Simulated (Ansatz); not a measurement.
A (010) slab of TiSi2 (Fddd (No. 70)), 21 planes, outer planes Si (top) and Si (bottom), with 21 atoms (Ti7Si14) in a surface cell of A = 20.357 Å², as cut from the bulk:

```xyz
21
Lattice="4.7807 0.0000 0.0000 -2.3903 4.2581 0.0000 0.0000 0.0000 28.7858" Properties=species:S:1:pos:R:3 pbc="T T T"
Si    0.0000    0.0000    7.5000
Ti    1.1952    2.1291    8.2189
Si    2.3903    0.0000    8.9378
Si   -1.1952    2.1291    9.5580
Ti    0.0000    0.0000   10.2769
Si    1.1952    2.1291   10.9958
Si    2.3903    0.0000   11.6160
Ti   -1.1952    2.1291   12.3349
Si    0.0000    0.0000   13.0538
Si    1.1952    2.1291   13.6740
Ti    2.3903    0.0000   14.3929
Si   -1.1952    2.1291   15.1118
Si    0.0000    0.0000   15.7320
Ti    1.1952    2.1291   16.4509
Si    2.3903    0.0000   17.1698
Si   -1.1952    2.1291   17.7900
Ti    0.0000    0.0000   18.5089
Si    1.1952    2.1291   19.2278
Si    2.3903    0.0000   19.8480
Ti   -1.1952    2.1291   20.5669
Si    0.0000    0.0000   21.2858
```

Computed with Ansatz 0.2.0, DFT r2SCAN, scalar-relativistic, plane waves, PAW. Cutoff 500 eV; k points 8×8×1 on the computed 21-atom cell (Γ-centred); Gaussian smearing, width 0.10 eV; no spin polarisation.

Against the same 21 atoms in the bulk, the slab as cut lies 5.299 eV higher and the relaxed slab 4.984 eV higher.

Question: Work out the surface energy before and after relaxation.

Answer: The slab has two faces, so γ = (E_slab − N·E_bulk)/(2A), the mean of both. As cut: 5.299/(2 × 20.357) = 0.1302 eV/Å², and 1 eV/Å² = 16.02 J/m², so γ = 2.09 J/m². Relaxed: 4.984/(2 × 20.357) = 0.1224 eV/Å² = 1.96 J/m². Relaxation recovers 6 % of the cost of cutting.

Question: What is the ideal work of this cut, per area?

Answer: Griffith's ideal work is 2γ: 4.17 J/m² if the new faces stay rigid, 3.92 J/m² if they relax. Other cuts parallel to this plane can cost less. One thickness was run, 21 planes, so γ can still shift with it.

Most of the surface energy is the cost of broken bonds, and relaxation recovers only 6 % of it. The cut runs between two adjacent Si planes, but these lie so close together that it is no cut through a weak gap. It severs the shortest Si–Si contacts and also takes Si neighbours from the Ti just below the surface, while the shortest Ti–Si bonds stay whole. The cost therefore reflects both covalent Si–Si bonding and Ti d–Si p hybridisation. The small energy gain suggests that the outer atoms mainly adjust their existing bonds rather than form new ones, with metallic screening probably softening the disturbance.

The slab as cut keeps the bulk composition, so γ needs no chemical potential for Ti or Si. A twofold axis through the central Ti plane makes its two faces equivalent, so the mean before relaxation is also the value for each face. With only one Si atom per outer plane in the cell, pairing of surface Si atoms or any other reconstruction needing a larger cell remains untested.
